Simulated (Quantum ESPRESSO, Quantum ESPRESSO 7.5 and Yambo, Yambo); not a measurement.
**CdSe (F-43m): G0W0 with Yambo, start to end**

Aim: the G0W0 gap of CdSe (F-43m) on PBE, step by step.

Calculated with Quantum ESPRESSO 7.5 and Yambo 5.3.0; PBE and many-body steps on it, plane waves.

**Experimental background.**

- Gap 1.69 ± 0.02 eV: direct gap from (alpha E)^2 extrapolation; spectroscopic ellipsometry; 300 K; film (fully relaxed MBE film, 304 nm) on GaAs(100) (“Band gap bowing of binary alloys: Experimental results compared to theoretical tight-binding supercell calculations for CdZnSe”, 2010, arxiv:1007.2297).

## (1) The structure

The structure is cubic, space group F-43m (No. 216). Conventional cell: a = 6.050 Å, b = 6.050 Å, c = 6.050 Å, α = 90.00°, β = 90.00°, γ = 90.00°. Cd has 4 Se at 2.62 Å nearest. Nearest to Se lie 4 Cd at 2.62 Å. Farther neighbours and most contacts between anions are not listed.

The lattice is a measured one from papers, the positions are the Materials Project's; both are kept fixed.

## (2) Ground state

This step: Quantum ESPRESSO 7.5; DFT, PBE, plane waves, norm-conserving pseudopotentials.

The ground-state density comes first.

pw.in reads:

```
&control
  calculation = 'scf'
  prefix = 'x'
  outdir = 'o'
  pseudo_dir = 'pseudo'
/
&system
  ibrav = 0
  nat = 2
  ntyp = 2
  ecutwfc = 104.0
  nbnd = 27
  force_symmorphic = .true.
/
&electrons
  conv_thr = 1e-10
  electron_maxstep = 80
  mixing_beta = 0.5
/
ATOMIC_SPECIES
  Cd 112.41 Cd.upf
  Se 78.971 Se.upf
CELL_PARAMETERS angstrom
  -0.0000000000 3.0250000000 3.0250000000
  3.0250000000 0.0000000000 3.0250000000
  3.0250000000 3.0250000000 -0.0000000000
ATOMIC_POSITIONS crystal
  Cd 0.0000000000 0.0000000000 0.0000000000
  Se 0.7500000000 0.7500000000 0.7500000000
K_POINTS automatic
  6 6 6 0 0 0
```

Command:

```bash
$ OMP_NUM_THREADS=1 mpirun -n 4 pw.x -nk 4 -in pw.in > pw.out
```

The log of the run:

```text
Program PWSCF v.7.5 starts

     This program is part of the open-source Quantum ESPRESSO suite
     for quantum simulation of materials; please cite
         "P. Giannozzi et al., J. Phys.:Condens. Matter 21 395502 (2009);
         "P. Giannozzi et al., J. Phys.:Condens. Matter 29 465901 (2017);
         "P. Giannozzi et al., J. Chem. Phys. 152 154105 (2020);
     in publications or presentations arising from this work. More details at
     Message from routine setup:
     using ibrav=0 with symmetry is DISCOURAGED, use correct ibrav instead

     G-vector sticks info

     bravais-lattice index     =            0
     lattice parameter (alat)  =       8.0842  a.u.
     unit-cell volume          =     373.5964 (a.u.)^3
     number of atoms/cell      =            2
     number of atomic types    =            2
     number of electrons       =        44.00
     number of Kohn-Sham states=           27
     kinetic-energy cutoff     =     104.0000  Ry
     charge density cutoff     =     416.0000  Ry
     scf convergence threshold =      1.0E-10
     mixing beta               =       0.5000
     number of iterations used =            8  plain     mixing
     Exchange-correlation= PBE
                           (   1   4   3   4   0   0   0)

     celldm(1)=   8.084241  celldm(2)=   0.000000  celldm(3)=   0.000000
     celldm(4)=   0.000000  celldm(5)=   0.000000  celldm(6)=   0.000000

     crystal axes: (cart. coord. in units of alat)
               a(1) = (  -0.000000   0.707107   0.707107 )
               a(2) = (   0.707107   0.000000   0.707107 )
               a(3) = (   0.707107   0.707107  -0.000000 )

     reciprocal axes: (cart. coord. in units 2 pi/alat)
               b(1) = ( -0.707107  0.707107  0.707107 )
               b(2) = (  0.707107 -0.707107  0.707107 )
               b(3) = (  0.707107  0.707107 -0.707107 )
     Pseudo is Norm-conserving + core correction, Zval = 20.0
     Generated using ONCVPSP code by D. R. Hamann
     Using radial grid of 1368 points,  6 beta functions with:
     Pseudo is Norm-conserving + core correction, Zval = 24.0
     Generated using ONCVPSP code by D. R. Hamann
     Using radial grid of 1214 points,  6 beta functions with:
     Cd               20.00   112.41000     Cd( 1.00)
     Se               24.00    78.97100     Se( 1.00)

     24 Sym. Ops. (no inversion) found

   Cartesian axes

     site n.     atom                  positions (alat units)
         1        Cd     tau(   1) = (   0.0000000   0.0000000   0.0000000  )
         2        Se     tau(   2) = (   1.0606602   1.0606602   1.0606602  )

     number of k points=    16
                       cart. coord. in units 2pi/alat
        k(    1) = (   0.0000000   0.0000000   0.0000000), wk =   0.0092593
        k(    2) = (   0.1178511   0.1178511  -0.1178511), wk =   0.0740741
        k(    3) = (   0.2357023   0.2357023  -0.2357023), wk =   0.0740741
        k(    4) = (  -0.3535534  -0.3535534   0.3535534), wk =   0.0370370
        k(    5) = (   0.2357023   0.0000000  -0.0000000), wk =   0.0555556
        k(    6) = (   0.3535534   0.1178511  -0.1178511), wk =   0.2222222
        k(    7) = (  -0.2357023  -0.4714045   0.4714045), wk =   0.2222222
        k(    8) = (  -0.1178511  -0.3535534   0.3535534), wk =   0.2222222
        k(    9) = (   0.0000000  -0.2357023   0.2357023), wk =   0.1111111
        k(   10) = (   0.4714045   0.0000000  -0.0000000), wk =   0.0555556
     [... 4 further rows ...]
        k(   15) = (  -0.1178511  -0.3535534   0.5892557), wk =   0.2222222
        k(   16) = (  -0.7071068   0.2357023   0.0000000), wk =   0.1111111

     Dense  grid:    53497 G-vectors     FFT dimensions: (  54,  54,  54)

     Initial potential from superposition of free atoms

     starting charge      43.9997, renormalised to      44.0000
     Starting wfcs are   23 randomized atomic wfcs +    4 random wfcs

     per-process dynamical memory:    46.5 Mb

     Self-consistent Calculation

     iteration #  1     ecut=   104.00 Ry     beta= 0.50

     Threshold (ethr) on eigenvalues was too large:
     Diagonalizing with lowered threshold

     total energy              =   -1027.25810268 Ry
     estimated scf accuracy    <       0.08484266 Ry

     iteration #  2     ecut=   104.00 Ry     beta= 0.50

     total energy              =   -1027.27848738 Ry
     estimated scf accuracy    <       0.00829394 Ry

     iteration #  3     ecut=   104.00 Ry     beta= 0.50

     total energy              =   -1027.27978330 Ry
     estimated scf accuracy    <       0.00089064 Ry

     iteration #  4     ecut=   104.00 Ry     beta= 0.50

     total energy              =   -1027.27986490 Ry
     estimated scf accuracy    <       0.00004856 Ry

     iteration #  5     ecut=   104.00 Ry     beta= 0.50

     total energy              =   -1027.27986949 Ry
     estimated scf accuracy    <       0.00000467 Ry

     iteration #  6     ecut=   104.00 Ry     beta= 0.50

     total energy              =   -1027.27987037 Ry
     estimated scf accuracy    <       0.00000021 Ry

     iteration #  7     ecut=   104.00 Ry     beta= 0.50

     total energy              =   -1027.27987041 Ry
     estimated scf accuracy    <       0.00000010 Ry

     iteration #  8     ecut=   104.00 Ry     beta= 0.50

     total energy              =   -1027.27987042 Ry
     estimated scf accuracy    <          1.4E-09 Ry

     iteration #  9     ecut=   104.00 Ry     beta= 0.50

     total energy              =   -1027.27987042 Ry
     estimated scf accuracy    <          8.5E-10 Ry

     iteration # 10     ecut=   104.00 Ry     beta= 0.50

     End of self-consistent calculation

          k = 0.0000 0.0000 0.0000 (  6735 PWs)   bands (ev):

  -198.7238-138.2020-138.2020-138.2020 -93.3811 -54.4431 -54.4431 -54.4431
   -38.3758 -38.3758 -38.3758 -38.3721 -38.3721  -4.3449   0.3513   0.3513
     0.3513   0.7425   0.7425   8.3376   8.3376   8.3376   8.9804  14.2838
    14.2838  14.2838  18.2020

          k = 0.1179 0.1179-0.1179 (  6657 PWs)   bands (ev):

  -198.7238-138.2020-138.2020-138.2020 -93.3811 -54.4431 -54.4431 -54.4431
   -38.3758 -38.3758 -38.3758 -38.3721 -38.3721  -4.2492   0.3814   0.3814
     0.4409   0.7415   0.7415   6.6175   8.1214   8.1214  10.2871  14.0576
    14.6139  14.6139  18.5041

          k = 0.2357 0.2357-0.2357 (  6724 PWs)   bands (ev):

  -198.7238-138.2020-138.2020-138.2020 -93.3811 -54.4433 -54.4431 -54.4431
   -38.3759 -38.3758 -38.3758 -38.3720 -38.3720  -4.0548   0.4314   0.4314
     0.7529   0.7529   0.7530   4.7606   7.7397   7.7397  10.7755  14.8624
    14.8624  14.9469  18.2155

          k =-0.3536-0.3536 0.3536 (  6658 PWs)   bands (ev):

     [... further k-points ...]

     highest occupied, lowest unoccupied level (ev):     8.3376    8.9804

!    total energy              =   -1027.27987042 Ry
     estimated scf accuracy    <          6.4E-11 Ry

     The total energy is the sum of the following terms:
     one-electron contribution =    -880.94886381 Ry
     hartree contribution      =     418.60470941 Ry
     xc contribution           =    -106.19733478 Ry
     ewald contribution        =    -458.73838124 Ry

     convergence has been achieved in  10 iterations

     XML data file, charge density, pseudopotentials, collected wavefunctions

=------------------------------------------------------------------------------=
   JOB DONE.
=------------------------------------------------------------------------------=
```

Run time: 14 s. Hardware: 4 MPI ranks of Intel Xeon 6975P-C (Granite Rapids), shared host; peak memory 0.4 GiB.

Numbers from this step:

* total energy: -13976.8547 eV
* gap: 0.6427 eV
* k of the valence top: 0, 0, 0
* k of the conduction bottom: 0, 0, 0
* least direct gap: 0.6427 eV

The gap is direct, at Γ.

## (3) Bands along the symmetry lines

Levels along a band path, at the cheap level, show where the edges lie and whether the meshes to come will hold them.

pw.in reads:

```
&control
  calculation = 'bands'
  prefix = 'x'
  outdir = 'o'
  pseudo_dir = 'pseudo'
/
&system
  ibrav = 0
  nat = 2
  ntyp = 2
  ecutwfc = 104.0
  nbnd = 28
  force_symmorphic = .true.
/
&electrons
  conv_thr = 1e-9
  electron_maxstep = 80
  diago_full_acc = .true.
  diago_thr_init = 5e-6
/
ATOMIC_SPECIES
  Cd 112.41 Cd.upf
  Se 78.971 Se.upf
CELL_PARAMETERS angstrom
  -0.0000000000 3.0250000000 3.0250000000
  3.0250000000 0.0000000000 3.0250000000
  3.0250000000 3.0250000000 -0.0000000000
ATOMIC_POSITIONS crystal
  Cd 0.0000000000 0.0000000000 0.0000000000
  Se 0.7500000000 0.7500000000 0.7500000000
K_POINTS crystal
  50
  0.00000000 0.00000000 0.00000000 1
  -0.06250000 -0.06250000 0.00000000 1
  -0.12500000 -0.12500000 0.00000000 1
  -0.18750000 -0.18750000 0.00000000 1
  -0.25000000 -0.25000000 0.00000000 1
  -0.31250000 -0.31250000 0.00000000 1
  -0.37500000 -0.37500000 0.00000000 1
  -0.43750000 -0.43750000 0.00000000 1
  -0.50000000 -0.50000000 0.00000000 1
  -0.48437500 -0.48437500 0.03125000 1
  -0.46875000 -0.46875000 0.06250000 1
  -0.45312500 -0.45312500 0.09375000 1
  -0.43750000 -0.43750000 0.12500000 1
  -0.42187500 -0.42187500 0.15625000 1
  -0.40625000 -0.40625000 0.18750000 1
  -0.39062500 -0.39062500 0.21875000 1
  -0.37500000 -0.37500000 0.25000000 1
  -0.37500000 0.00000000 0.37500000 1
  -0.32812500 0.00000000 0.32812500 1
  -0.28125000 0.00000000 0.28125000 1
  -0.23437500 0.00000000 0.23437500 1
  -0.18750000 0.00000000 0.18750000 1
  -0.14062500 0.00000000 0.14062500 1
  -0.09375000 0.00000000 0.09375000 1
  -0.04687500 0.00000000 0.04687500 1
  0.00000000 0.00000000 0.00000000 1
  0.00000000 0.00000000 0.06250000 1
  0.00000000 0.00000000 0.12500000 1
  0.00000000 0.00000000 0.18750000 1
  0.00000000 0.00000000 0.25000000 1
  0.00000000 0.00000000 0.31250000 1
  0.00000000 0.00000000 0.37500000 1
  0.00000000 0.00000000 0.43750000 1
  -0.00000000 -0.00000000 0.50000000 1
  -0.06250000 -0.03125000 0.46875000 1
  -0.12500000 -0.06250000 0.43750000 1
  -0.18750000 -0.09375000 0.40625000 1
  -0.25000000 -0.12500000 0.37500000 1
  -0.31250000 -0.15625000 0.34375000 1
  -0.37500000 -0.18750000 0.31250000 1
  -0.43750000 -0.21875000 0.28125000 1
  -0.50000000 -0.25000000 0.25000000 1
  -0.50000000 -0.28125000 0.21875000 1
  -0.50000000 -0.31250000 0.18750000 1
  -0.50000000 -0.34375000 0.15625000 1
  -0.50000000 -0.37500000 0.12500000 1
  -0.50000000 -0.40625000 0.09375000 1
  -0.50000000 -0.43750000 0.06250000 1
  -0.50000000 -0.46875000 0.03125000 1
  -0.50000000 -0.50000000 0.00000000 1
```

The log of the run:

```text
[banner, memory and clock lines left out]
Program PWSCF v.7.5 starts

     Atomic positions and unit cell read from directory:
     o/x.save/

     Message from routine setup:
     using ibrav=0 with symmetry is DISCOURAGED, use correct ibrav instead

     G-vector sticks info

     bravais-lattice index     =            0
     lattice parameter (alat)  =       8.0842  a.u.
     unit-cell volume          =     373.5964 (a.u.)^3
     number of atoms/cell      =            2
     number of atomic types    =            2
     number of electrons       =        44.00
     number of Kohn-Sham states=           28
     kinetic-energy cutoff     =     104.0000  Ry
     charge density cutoff     =     416.0000  Ry
     Exchange-correlation= PBE
                           (   1   4   3   4   0   0   0)

     celldm(1)=   8.084241  celldm(2)=   0.000000  celldm(3)=   0.000000
     celldm(4)=   0.000000  celldm(5)=   0.000000  celldm(6)=   0.000000

     crystal axes: (cart. coord. in units of alat)
               a(1) = (  -0.000000   0.707107   0.707107 )
               a(2) = (   0.707107   0.000000   0.707107 )
               a(3) = (   0.707107   0.707107  -0.000000 )

     reciprocal axes: (cart. coord. in units 2 pi/alat)
               b(1) = ( -0.707107  0.707107  0.707107 )
               b(2) = (  0.707107 -0.707107  0.707107 )
               b(3) = (  0.707107  0.707107 -0.707107 )
     Pseudo is Norm-conserving + core correction, Zval = 20.0
     Generated using ONCVPSP code by D. R. Hamann
     Using radial grid of 1368 points,  6 beta functions with:
     Pseudo is Norm-conserving + core correction, Zval = 24.0
     Generated using ONCVPSP code by D. R. Hamann
     Using radial grid of 1214 points,  6 beta functions with:
     Cd               20.00   112.41000     Cd( 1.00)
     Se               24.00    78.97100     Se( 1.00)

     24 Sym. Ops. (no inversion) found

   Cartesian axes

     site n.     atom                  positions (alat units)
         1        Cd     tau(   1) = (   0.0000000   0.0000000   0.0000000  )
         2        Se     tau(   2) = (   1.0606602   1.0606602   1.0606602  )

     number of k points=    50
                       cart. coord. in units 2pi/alat
        k(    1) = (   0.0000000   0.0000000   0.0000000), wk =   0.0400000
        k(    2) = (   0.0000000   0.0000000  -0.0883883), wk =   0.0400000
        k(    3) = (   0.0000000   0.0000000  -0.1767767), wk =   0.0400000
[...]
[... 38 further rows ...]
        k(   49) = (   0.0441942  -0.0000000  -0.7071068), wk =   0.0400000
        k(   50) = (   0.0000000   0.0000000  -0.7071068), wk =   0.0400000

     Dense  grid:    53497 G-vectors     FFT dimensions: (  54,  54,  54)

     The potential is recalculated from file :
     o/x.save/charge-density

     Starting wfcs are   23 randomized atomic wfcs +    5 random wfcs

     Band Structure Calculation

     End of band structure calculation

          k = 0.0000 0.0000 0.0000 (  6735 PWs)   bands (ev):

  -198.7240-138.2021-138.2021-138.2021 -93.3810 -54.4430 -54.4430 -54.4430
   -38.3759 -38.3759 -38.3759 -38.3722 -38.3722  -4.3449   0.3513   0.3513
     0.3513   0.7425   0.7425   8.3376   8.3376   8.3376   8.9804  14.2838
    14.2838  14.2838  18.2021  19.5140

          k = 0.0000 0.0000-0.0884 (  6703 PWs)   bands (ev):

  -198.7240-138.2021-138.2021-138.2021 -93.3810 -54.4431 -54.4430 -54.4430
   -38.3759 -38.3759 -38.3759 -38.3722 -38.3722  -4.3256   0.3603   0.3603
[...]
14.4178  14.4178  18.4806  18.7428

          k = 0.0000 0.0000-0.1768 (  6667 PWs)   bands (ev):

  -198.7240-138.2021-138.2021-138.2021 -93.3810 -54.4431 -54.4431 -54.4431
[...]
14.7920  14.7920  17.5571  19.4345

          k = 0.0000 0.0000-0.2652 (  6679 PWs)   bands (ev):

[...]
k =-0.0000-0.0000-0.4419 (  6698 PWs)   bands (ev):

[...]
k =-0.0000-0.0000-0.6187 (  6710 PWs)   bands (ev):

[...]
k = 0.5303-0.0000-0.5303 (  6713 PWs)   bands (ev):

[...]
k = 0.3977-0.0000-0.3977 (  6681 PWs)   bands (ev):

[...]
k = 0.2652-0.0000-0.2652 (  6691 PWs)   bands (ev):

[...]
k = 0.0000 0.0000 0.0000 (  6735 PWs)   bands (ev):

[...]
k = 0.1326 0.0000-0.7071 (  6698 PWs)   bands (ev):

[...]
k = 0.0884-0.0000-0.7071 (  6702 PWs)   bands (ev):

[...]
k = 0.0442-0.0000-0.7071 (  6728 PWs)   bands (ev):

  -198.7240-138.2021-138.2021-138.2021 -93.3810 -54.4433 -54.4432 -54.4432
[...]
17.4583  18.4621  18.6722  20.7749

          k = 0.0000 0.0000-0.7071 (  6710 PWs)   bands (ev):

  -198.7240-138.2021-138.2021-138.2021 -93.3810 -54.4433 -54.4432 -54.4432
   -38.3761 -38.3759 -38.3759 -38.3722 -38.3721  -3.8344   0.5465   0.6254
     0.6254   0.8038   1.1170   4.1894   6.4334   6.4334  11.4600  12.1219
    17.5115  18.6566  18.6566  20.6934

     XML data file, pseudopotentials, collected wavefunctions
```

Elapsed: 9.9 s, on 4 MPI ranks; peak memory 0.33 GiB.

Numbers from this step:

```yaml
gap: 0.6427 eV
k_of_the_valence_top: 0, 0, 0
k_of_the_conduction_bottom: 0, 0, 0
least_direct_gap: 0.6427 eV
```

The gap is 0.643 eV, as in the run before at this level.

Electronic bands along the path, in eV, zero at the top of the highest filled band:

```csv
point,band 19,band 20,band 21,band 22,band 23,band 24,band 25,band 26
Γ,-7.60,0.00,0.00,0.00,0.64,5.95,5.95,5.95
halfway,-7.56,-2.59,-1.06,-1.06,3.34,4.22,7.69,7.69
X,-7.22,-4.15,-1.90,-1.90,3.12,3.78,9.17,10.32
halfway,-7.18,-4.13,-2.19,-1.81,3.40,4.17,8.82,9.66
U,-7.13,-4.09,-2.59,-1.56,3.72,5.20,8.31,8.65
jump to K,-7.13,-4.09,-2.59,-1.56,3.72,5.20,8.31,8.65
halfway,-7.55,-2.98,-1.44,-0.44,3.22,5.71,6.36,6.68
Γ,-7.60,0.00,0.00,0.00,0.64,5.95,5.95,5.95
halfway,-7.59,-2.70,-0.41,-0.41,2.33,5.99,6.47,6.47
L,-7.29,-4.48,-0.77,-0.77,2.42,6.46,6.46,7.46
halfway,-7.20,-4.22,-2.03,-1.26,3.91,5.46,6.88,8.06
W,-7.09,-4.06,-2.29,-2.27,5.11,5.22,6.51,7.61
halfway,-7.15,-4.11,-2.10,-2.10,3.87,4.35,8.45,8.47
X,-7.22,-4.15,-1.90,-1.90,3.12,3.78,9.17,10.32
```

[end of part 1 of 3]

[Paths, hosts, dates, memory and timing lines, banners, echoed tables and standing remarks are left out of the program output.]

[Logs are printed without paths, hosts, clocks, repeated set-up lines and the standing remarks that a program may print on its own settings, such as how far it seeks lower states.]

[Runs of the session that timed out or met a known fault of the program may be left out.]

[Hosts, paths, dates, database ids (printed as entryN), source tags and the programs' standing remarks are cut or masked in the printed files.]
